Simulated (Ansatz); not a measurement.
# Al3Cu: the cost of one run

Method: DFT PBE, scalar-relativistic, plane waves, PAW, in Ansatz 0.2.0.

### Step 1. The starting structure

It takes space group Cmmm (No. 65, orthorhombic). The conventional cell has a = 5.759 Å, b = 6.580 Å, c = 3.514 Å, α = 90.00°, β = 90.00°, γ = 90.00°. Al (site symmetry 2mm) has 2 Al at 1.88 to 1.94 Å and 2 Cu at 1.99 Å as nearest neighbours. Around Al (site symmetry mmm) lie 2 Al at 1.94 Å. Cu (site symmetry mmm) has 4 Al at 1.99 Å as nearest neighbours.

Structure file:

```
Al Cu
1.0
     2.87944   -3.29009    0.00000
     2.87944    3.29009    0.00000
     0.00000    0.00000    3.51412
Al Cu
3 1
Direct
  0.83658 0.83658 0.00000
  0.16342 0.16342 0.00000
  0.50000 0.50000 0.00000
  0.00000 0.00000 0.50000
```

The cell is invented: random cell by space group and Wyckoff sites (Cmmm, No. 65). Its size is a rough estimate.

### Step 2. Probe: one point on a coarse mesh

input.yaml reads:

```yaml
crystal:
  lattice:
    - [2.87944115, -3.29009269, 0.0]
    - [2.87944115, 3.29009269, 0.0]
    - [0.0, 0.0, 3.51412484]
  atoms:
    - { symbol: Al, position: [0.83658187, 0.83658187, 0.0] }
    - { symbol: Al, position: [0.16341813, 0.16341813, 0.0] }
    - { symbol: Al, position: [0.5, 0.5, 0.0] }
    - { symbol: Cu, position: [0.0, 0.0, 0.5] }
basis:
  ecutwfc: 420
kpoints:
  mp_grid: { grid: [4, 4, 6] }
hamiltonian:
  xc: pbe
scf:
  occupations: { method: gaussian, width: 0.1 }
  lower_state_search: "off"
output:
  forces: true
  stress: true
  eigenvalues: true
```

Run with:

```sh
$ ansatz run input.yaml --threads 1 --pin off --max-ram 2560MiB --backend cpu --events-out ev --progress --plain --runs-dir out
```

Q: Estimate wall time and peak memory on 1 thread of Arm Neoverse V2, shared host.

About 2.3 s, with a peak of 0.32 GiB.
